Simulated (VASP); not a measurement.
# GaN (F-43m) in VASP: phonons with PBE

Aim: the phonons of GaN with PBE.

Everything below comes from runs of VASP 6.6.1. Logs are shortened: lines on timing, memory, paths and dates and some standing lists are left out, and cuts for length are marked.

**1. The crystal as given**

The structure is cubic, space group F-43m (No. 216). Conventional cell: a = 4.548 Å, b = 4.548 Å, c = 4.548 Å, α = 90.00°, β = 90.00°, γ = 90.00°. Ga (site symmetry -43m) is surrounded by 4 N at 1.97 Å. N (site symmetry -43m) has 4 Ga at 1.97 Å as nearest neighbours.

The cell is a database's computed one.

**2. Phonons, PBE**

File INCAR:

```
PREC = Accurate
ENCUT = 520
EDIFF = 1E-8
ISMEAR = 0
SIGMA = 0.01
LREAL = False
LASPH = True
NELM = 100
ALGO = Normal
ISIF = 2
LWAVE = False
LCHARG = False
GGA = PE
NBANDS = 16
IBRION = 8
NSW = 1
LEPSILON = True
```

File KPOINTS:

```
Automatic mesh
0
Gamma
  12 12 12
```

File POSCAR:

```
GaN
1.0
    0.0000000000      2.2742384940      2.2742384940
    2.2742384940      0.0000000000      2.2742384940
    2.2742384940      2.2742384940      0.0000000000
Ga N
1 1
Direct
    0.0000000000      0.0000000000      0.0000000000
    0.7500000000      0.7500000000      0.7500000000
```

Potentials or basis: VASP PAW PBE potentials, release 64 (Ga_d, N).

The run is started by

```
$ cat potpaw_PBE.64/Ga_d/POTCAR potpaw_PBE.64/N/POTCAR > POTCAR
$ mpirun -np 1 vasp_std > vasp.out
```

OUTCAR:

```text
PREC = Accurate
   ENCUT = 520
   EDIFF = 1E-8
   ISMEAR = 0
   LREAL = False
   LASPH = True
   NELM = 100
   ISIF = 2
   GGA = PE
   IBRION = 8
   NSW = 1
   LEPSILON = True

 ion  position               nearest neighbor table
   1  0.000  0.000  0.000-   2 1.97   2 1.97   2 1.97   2 1.97
   2  0.750  0.750  0.750-   1 1.97   1 1.97   1 1.97   1 1.97

  LATTYP: Found a face centered cubic cell.
 ALAT       =     4.5484769880

  Lattice vectors:

 A1 = (   0.0000000000,   2.2742384940,   2.2742384940)
 A2 = (   2.2742384940,   0.0000000000,   2.2742384940)
 A3 = (   2.2742384940,   2.2742384940,   0.0000000000)

Analysis of symmetry for initial positions (statically):
=====================================================================
 Subroutine PRICEL returns:
 Original cell was already a primitive cell.

 Routine SETGRP: Setting up the symmetry group for a
 face centered cubic supercell.

 Subroutine GETGRP returns: Found 24 space group operations
 (whereof 24 operations were pure point group operations)
 out of a pool of 48 trial point group operations.

The static configuration has the point symmetry T_d .

Analysis of symmetry for dynamics (positions and initial velocities):
=====================================================================
 Subroutine PRICEL returns:
 Original cell was already a primitive cell.

 Routine SETGRP: Setting up the symmetry group for a
 face centered cubic supercell.

 Subroutine GETGRP returns: Found 24 space group operations
 (whereof 24 operations were pure point group operations)
 out of a pool of 48 trial point group operations.

The dynamic configuration has the point symmetry T_d .

 Subroutine INISYM returns: Found 24 space group operations
 (whereof 24 operations are pure point group operations),
 and found     1 'primitive' translations

----------------------------------------------------------------------------------------

                                     Primitive cell

[... 689 lines left out ...]
 ------------------------------------------------------
           6.151739     0.000000     0.000000
          -0.000000     6.151739     0.000000
          -0.000000    -0.000000     6.151739
 ------------------------------------------------------

 PIEZOELECTRIC TENSOR (including local field effects)  for field in x, y, z        (e  Angst)
          XX          YY          ZZ          XY          YZ          ZX
  --------------------------------------------------------------------------------
  x    -0.00000     0.00000     0.00000    -0.00000     1.52129    -0.00000
  y    -0.00000    -0.00000    -0.00000     0.00000    -0.00000     1.52129
  z     0.00000     0.00000    -0.00000     1.52129     0.00000    -0.00000

 PIEZOELECTRIC TENSOR (including local field effects)  for field in x, y, z        (C/m^2)
          XX          YY          ZZ          XY          YZ          ZX
  --------------------------------------------------------------------------------
  x    -0.00000     0.00000     0.00000    -0.00000     1.03606    -0.00000
  y    -0.00000    -0.00000    -0.00000     0.00000    -0.00000     1.03606
  z     0.00000     0.00000    -0.00000     1.03606     0.00000    -0.00000

 BORN EFFECTIVE CHARGES (including local field effects) (in |e|, cummulative output)
 ---------------------------------------------------------------------------------
 ion    1
    1     2.68198     0.00000     0.00000
    2     0.00000     2.68198     0.00000
    3    -0.00000    -0.00000     2.68198
 ion    2
    1    -2.68198     0.00000     0.00000
    2     0.00000    -2.68198     0.00000
    3     0.00000     0.00000    -2.68198

 INTERNAL STRAIN TENSOR FOR ION    2 for displacements in x,y,z  (eV/Angst):
          X           Y           Z          XY          YZ          ZX
  --------------------------------------------------------------------------------
  x     0.00000    -0.00000    -0.00000     0.00000     7.01169     0.00000
  y     0.00000     0.00000     0.00000     0.00000     0.00000     7.01169
  z    -0.00000    -0.00000     0.00000     7.01169     0.00000     0.00000

 SECOND DERIVATIVES (NOT SYMMETRIZED)
 ------------------------------------
               1X          1Y          1Z          2X          2Y          2Z
  1X   -11.250549    0.000000    0.000000   11.250549    0.000000    0.000000
  1Y     0.000000  -11.250549    0.000000    0.000000   11.250549    0.000000
  1Z     0.000000    0.000000  -11.250549    0.000000    0.000000   11.250549
  2X    11.286280    0.000000    0.000000  -11.286280    0.000000    0.000000
  2Y     0.000000   11.286280    0.000000    0.000000  -11.286280    0.000000
  2Z     0.000000    0.000000   11.286280    0.000000    0.000000  -11.286280

 Eigenvectors and eigenvalues of the dynamical matrix
 ----------------------------------------------------

   1 f  =   15.376895 THz    96.615881 2PiTHz  512.918009 cm-1    63.593699 meV
             X         Y         Z           dx          dy          dz
      0.000000  0.000000  0.000000     0.000000    0.408396    0.000000
      3.411358  3.411358  3.411358     0.000000   -0.912805    0.000000
[... 21 lines left out ...]
   6 f/i=    0.009088 THz     0.057104 2PiTHz    0.303155 cm-1     0.037586 meV
             X         Y         Z           dx          dy          dz
      0.000000  0.000000  0.000000     0.000000    0.000000    0.912805
      3.411358  3.411358  3.411358     0.000000    0.000000    0.408396

--------------------------------------------------------------------------------------------------------

 MACROSCOPIC STATIC DIELECTRIC TENSOR IONIC CONTRIBUTION
 ------------------------------------------------------
           4.909924    -0.000000    -0.000000
          -0.000000     4.909924     0.000000
          -0.000000     0.000000     4.909924
 ------------------------------------------------------

 ELASTIC MODULI CONTR FROM IONIC RELAXATION (kBar)
 Direction    XX          YY          ZZ          XY          YZ          ZX
 --------------------------------------------------------------------------------
 XX          -0.0000     -0.0000      0.0000      0.0000     -0.0000     -0.0000
 YY          -0.0000     -0.0000     -0.0000      0.0000      0.0000      0.0000
 ZZ           0.0000     -0.0000     -0.0000     -0.0000      0.0000     -0.0000
 XY           0.0000      0.0000     -0.0000   -273.6017      0.0000     -0.0000
 YZ          -0.0000      0.0000      0.0000      0.0000   -273.6017      0.0000
 ZX          -0.0000      0.0000     -0.0000     -0.0000      0.0000   -273.6017
 --------------------------------------------------------------------------------

 PIEZOELECTRIC TENSOR IONIC CONTR  for field in x, y, z        (C/m^2)
          XX          YY          ZZ          XY          YZ          ZX
  --------------------------------------------------------------------------------
  x    -0.00000     0.00000     0.00000     0.00000    -1.09061     0.00000
  y    -0.00000     0.00000    -0.00000    -0.00000     0.00000    -1.09061
  z     0.00000     0.00000    -0.00000    -1.09061     0.00000    -0.00000
```

stdout:

```text
POSCAR found type information on POSCAR GaN
 POSCAR found :  2 types and       2 ions
 scaLAPACK will be used
 LDA part: xc-table for (Slater+PW92), standard interpolation
 POSCAR, INCAR and KPOINTS ok, starting setup
 FFT: planning ... GRIDC
 FFT: planning ... GRID_SOFT
 FFT: planning ... GRID
[... 101 lines left out ...]
 LRF_COMMUTATOR internal error: the vector H(1)-e(1) S(1) |phi(0)> is not orthog
 onal to |phi(0)> (-1.069191937094517E-004,1.686151218649456E-015)
 LRF_COMMUTATOR internal error: the vector H(1)-e(1) S(1) |phi(0)> is not orthog
 onal to |phi(0)> (1.397234478215381E-004,8.909539772616881E-015)
 LRF_COMMUTATOR internal error: the vector H(1)-e(1) S(1) |phi(0)> is not orthog
 onal to |phi(0)> (1.043441441939963E-004,-1.568883911673424E-014)
 LRF_COMMUTATOR internal error: the vector H(1)-e(1) S(1) |phi(0)> is not orthog
 onal to |phi(0)> (-1.058322295746650E-004,7.962380754733545E-015)
 LRF_COMMUTATOR internal error: t
```

Wall time 4.8 min (1 thread of Intel Xeon Platinum 8559C (Emerald Rapids), shared host); peak memory 0.36 GiB.

Results:

```yaml
Electronic_dielectric_tensor_diagonal: 6.15
Born_charges_mean_of_the_diagonal: Ga +2.68; N -2.68 e
Highest_phonon_frequency_at_Γ_LO-TO_splitting_left_out: 513 cm⁻¹
```

Phonon frequencies in cm⁻¹ (negative: imaginary):
```tsv
q point	frequencies
(0.000, 0.000, 0.000)	0 0 0 513 513 513
```

Electronic dielectric tensor:
```
6.15 0.00 0.00
0.00 6.15 0.00
0.00 0.00 6.15
```

Born effective charge tensors (e):
atom 1, Ga
```
2.68 0.00 0.00
0.00 2.68 0.00
0.00 0.00 2.68
```
atom 2, N
```
-2.68  0.00  0.00
 0.00 -2.68  0.00
 0.00  0.00 -2.68
```
